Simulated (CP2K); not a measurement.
Wanted: the native input for a CP2K 2026.2 run.

```
Task                                : single point
Functional                          : PBE
Potentials or basis                 : POTENTIAL_UZH N GTH-SCAN-q5, B GTH-SCAN-q3; DZVP-MOLOPT-SR-GTH basis
Density cutoff                      : 6123 eV
k mesh                              : 13 × 13 × 13
Occupations                         : fermi-dirac, width 0.05 eV
Spin                                : no spin polarisation
SCF solver                          : diagonalisation with k points
Quickstep method                    : GPW
EPS_DEFAULT                         : 1.0E-9
EPS_SCF                             : 1.0E-6
MAX_SCF                             : 100
SCF_GUESS                           : ATOMIC
k points reduced by the point group : yes
Mesh centred on Gamma               : yes
CHOLESKY                            : OFF
EPS_EIGVAL                          : 1.0E-7
MIXING METHOD                       : BROYDEN_MIXING
MIXING ALPHA                        : 0.4
NBUFFER                             : 8
NGRIDS                              : 5
Basis sets                          : N DZVP-MOLOPT-SR-GTH-q5, B DZVP-MOLOPT-SR-GTH-q3
Potentials                          : N GTH-SCAN-q5 of POTENTIAL_UZH, B GTH-SCAN-q3 of POTENTIAL_UZH
ADDED_MOS                           : [10]
REL_CUTOFF (Ry)                     : 60 Ry
MIXING BETA (1/bohr)                : 1.5 1/bohr
CUTOFF of the grids                 : 450 Ry
```

The system is BN.

```
CELL_PARAMETERS angstrom
4.11208 0.00000 0.00000
1.14102 2.22635 0.00000
2.97106 -0.81903 2.07022
ATOMIC_POSITIONS crystal
N 0.66665 0.66665 0.33335
B 0.00005 0.00005 0.99995
```

Measurements of this composition are mostly on another form, of space group No. 194.

The input as run:

bn_scf.inp

```
&GLOBAL
  PROJECT bn_scf
  RUN_TYPE ENERGY_FORCE
  PRINT_LEVEL LOW
&END GLOBAL
&FORCE_EVAL
  METHOD QS
  STRESS_TENSOR ANALYTICAL
  &DFT
    BASIS_SET_FILE_NAME BASIS_MOLOPT
    POTENTIAL_FILE_NAME POTENTIAL_UZH
    &MGRID
      CUTOFF 450
      REL_CUTOFF 60
      NGRIDS 5
    &END MGRID
    &QS
      METHOD GPW
      EPS_DEFAULT 1.0E-9
    &END QS
    &KPOINTS
      SCHEME MONKHORST-PACK 13 13 13
      GAMMA_CENTERED T
      SYMMETRY T
      SYMMETRY_BACKEND SPGLIB
    &END KPOINTS
    &SCF
      SCF_GUESS ATOMIC
      EPS_SCF 1.0E-6
      MAX_SCF 100
      ADDED_MOS 10
      CHOLESKY OFF
      EPS_EIGVAL 1.0E-7
      &DIAGONALIZATION ON
        ALGORITHM STANDARD
      &END DIAGONALIZATION
      &MIXING ON
        METHOD BROYDEN_MIXING
        ALPHA 0.4
        BETA 1.5
        NBUFFER 8
      &END MIXING
      &SMEAR ON
        METHOD FERMI_DIRAC
        ELECTRONIC_TEMPERATURE [K] 580.226
      &END SMEAR
    &END SCF
    &XC
      &XC_FUNCTIONAL
        &GGA_X_PBE
        &END GGA_X_PBE
        &GGA_C_PBE
        &END GGA_C_PBE
      &END XC_FUNCTIONAL
    &END XC
    &PRINT
      &KPOINTS ON
      &END KPOINTS
      &MULLIKEN ON
      &END MULLIKEN
      &MO ON
        ENERGIES T
        OCCUPATION_NUMBERS T
        &EACH
          QS_SCF 0
        &END EACH
        ADD_LAST NUMERIC
      &END MO
      &LOWDIN ON
      &END LOWDIN
      &HIRSHFELD ON
        SHAPE_FUNCTION DENSITY
      &END HIRSHFELD
    &END PRINT
  &END DFT
  &SUBSYS
    &CELL
      A 4.1120778217 0.0000000000 0.0000000000
      B 1.1410171362 2.2263454513 0.0000000000
      C 2.9710606854 -0.8190320330 2.0702175242
      PERIODIC XYZ
    &END CELL
    &COORD
      SCALED
      N   0.6666513400 0.6666513400 0.3333486600
      B   0.0000486500 0.0000486500 0.9999513500
    &END COORD
    &KIND N
      BASIS_SET DZVP-MOLOPT-SR-GTH-q5
      POTENTIAL GTH-SCAN-q5
    &END KIND
    &KIND B
      BASIS_SET DZVP-MOLOPT-SR-GTH-q3
      POTENTIAL GTH-SCAN-q3
    &END KIND
    &PRINT
      &ATOMIC_COORDINATES ON
      &END ATOMIC_COORDINATES
      &CELL ON
      &END CELL
      &SYMMETRY ON
      &END SYMMETRY
    &END PRINT
  &END SUBSYS
  &PRINT
    &FORCES ON
    &END FORCES
    &STRESS_TENSOR ON
    &END STRESS_TENSOR
  &END PRINT
&END FORCE_EVAL
```

Potentials or basis: POTENTIAL_UZH N GTH-SCAN-q5, B GTH-SCAN-q3; DZVP-MOLOPT-SR-GTH basis.

The run is started by

```bash
$ OMP_NUM_THREADS=1 cp2k.psmp -i bn_scf.inp -o bn_scf.out
```

Results of the run:

```
Pressure               : 2.0 GPa
Largest force          : 0.011 eV/Å
Band gap on the k mesh : 3.95 eV, indirect (least direct gap 4.64 eV)
Hirshfeld charges      : N -0.21; B +0.21 e
```

Caveat: Mulliken charges move with the basis; the potentials were made for another functional, which shifts forces and pressure; an odd mesh through Γ misses points on the zone boundary, where band edges often lie; the basis of atomic orbitals isn't converged, which shifts pressures, moduli and gaps.

Run time: 49 s on 1 thread of Arm Neoverse V2, with other jobs on the host, peak memory 0.23 GiB.
